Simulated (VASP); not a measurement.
Si: relaxation of cell and atoms with PBEsol

Si:

```
Si
1.0
     0.00000    2.72185    2.72185
     2.72185    0.00000    2.72185
     2.72185    2.72185    0.00000
Si
2
Direct
  0.75000 0.75000 0.75000
  0.50000 0.50000 0.50000
```

```yaml
Program: VASP 6.6.1
Task: relaxation of cell and atoms
Functional: PBEsol
Potentials_or_basis: VASP PAW PBE potentials, release 64 (Si)
Cutoff: 600 eV
k_mesh: 3 × 3 × 3
Occupations: gaussian, width 0.02 eV
Spin: no spin polarisation
Further_INCAR_settings: ALGO = Normal; EDIFF = 1e-06; IBRION = 2; EDIFFG = -0.01; NSW = 60; ISIF = 3
```

```json
{"Relaxed volume": "20.50 Å³/atom", "Relaxed cell": "a = 3.870 Å, b = 3.870 Å, c = 3.870 Å, α = 60.00°, β = 60.00°, γ = 60.00°", "Space group after relaxing (to 0.05 Å)": "Fd-3m (No. 227)", "Energy gained by relaxing": "1.6 meV/atom", "Ionic steps": "3", "Pressure after relaxing": "0.0 GPa", "Band gap on the k mesh": "0.60 eV, indirect (least direct gap 2.46 eV)"}
```

The path:
```tsv
step	energy change (eV)	largest force (eV/Å)	pressure (GPa)	volume (Å³)
1	0.0000	0.0000	1.57	40.33
2	-0.0014	0.0000	-1.09	41.49
3	-0.0032	0.0000	0.00	40.99
```

Final structure:
```
CELL_PARAMETERS angstrom
0.00000 2.73665 2.73665
2.73665 0.00000 2.73665
2.73665 2.73665 0.00000
ATOMIC_POSITIONS crystal
Si 0.75000 0.75000 0.75000
Si 0.50000 0.50000 0.50000
```

Levels at points of the mesh, in eV from the valence-band top:
```
           k point  band 1  band 2  band 3  band 4  band 5  band 6  band 7  band 8
(0.00, 0.00, 0.00)  -11.86    0.00    0.00    0.00    2.46    2.46    2.46    3.06
```

Wall time 6.7 s on 1 thread of Intel(R) Xeon(R) 6975P-C (Granite Rapids) (shared host), peak memory 0.16 GiB.

Caveat: the k mesh is coarse (spacing up to 0.67 Å⁻¹), so the values aren't converged; the PAW data sets were made with another functional, which shifts forces and pressure a little; an odd mesh through Γ misses points on the zone boundary, where band edges often lie.
